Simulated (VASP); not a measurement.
W:

```xyz
1
Lattice="-1.5823 1.5823 1.5823 1.5823 -1.5823 1.5823 1.5823 1.5823 -1.5823" Properties=species:S:1:pos:R:3 pbc="T T T"
W     0.0000    0.0000    0.0000
```

Base run:

* Program: VASP 6.6.1
* Functional: LDA
* Potentials or basis: VASP PAW LDA potentials, release 64 (W_sv)
* Cutoff: 520 eV
* k mesh: 12 × 12 × 12
* Occupations: fermi-dirac, width 0.05 eV
* Spin: no spin polarisation

Its results: band gap on the k mesh none (metal or under the smearing width); pressure -7.2 GPa.

Task: The run is repeated on the same cell with these changes: hubbard terms from none to W d U = 4 eV. What comes out?

Result: Band gap on the k mesh none (metal or under the smearing width); pressure 4.4 GPa.

Caveats: U without spin polarisation on a metal has little footing (some runs); the U is typed as a test and isn't derived for this compound (some runs).
